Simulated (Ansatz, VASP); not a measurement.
Given: the input of a run of VASP 6.6.1 on H.

File INCAR:

```
SYSTEM = H
ALGO = Normal ; EDIFF = 1E-7
ENCUT = 520 ; GGA = PE
ISIF = 2 ; ISMEAR = -1
LASPH = .TRUE. ; LCHARG = .FALSE.
LREAL = .FALSE. ; LWAVE = .FALSE.
NBANDS = 6 ; NELM = 80
PREC = Accurate ; SIGMA = 0.05
```

The input KPOINTS:

```
k-points
0
G
  10 10 26
  0 0 0
```

POSCAR

```
H
1.0
    2.6138284202      0.0000000000      0.0000000000
    0.0000000000      2.6138284202      0.0000000000
    0.0000000000      0.0000000000      0.9672413912
H
1
Direct
    0.0000000000      0.0000000000      0.5000000000
```

Potentials or basis: VASP PAW PBE potentials, release 64 (H).

The run is started by

```sh
$ cat potpaw_PBE.64/H/POTCAR > POTCAR
$ mpirun -np 1 vasp_std > vasp.out
```

Question: Set up the same calculation for Ansatz 0.2.0. Potentials there: Ansatz PAW.

Answer: As run (the cutoff follows the program's own potentials):

input.yaml

```yaml
crystal:
  lattice:
    - [2.6138284202, 0.0, 0.0]
    - [0.0, 2.6138284202, 0.0]
    - [0.0, 0.0, 0.9672413912]
  atoms:
    - { symbol: H, position: [0.0, 0.0, 0.5] }
hamiltonian:
  xc: pbe
  pseudopotentials: { kind: paw }
kpoints:
  mp_grid: { grid: [10, 10, 26] }
scf:
  occupations: { method: fermi_dirac, width: 0.05 }
output:
  forces: true
  stress: true
  eigenvalues: true
```

Potentials or basis: Ansatz PAW.

Launch:

```console
$ ansatz run input.yaml --threads 2 --pin off --max-ram 5120MiB --backend cpu --events-out ev --progress --plain --runs-dir out
```

Both were run:

|  | VASP | Ansatz | Ansatz less VASP |
| --- | --- | --- | --- |
| gap on the k mesh at the Fermi level (eV) | none | none | - |
| pressure (GPa) | 3.3 | 3.6 | +0.29 |
| largest component of the traceless stress (GPa) | 1.28 | 1.27 | -0.009 |

A gap of «none» marks a metal or a gap that the smearing closes.

Caveats: the pressure holds a Pulay correction of +0.3 GPa for the finite cutoff (Ansatz).
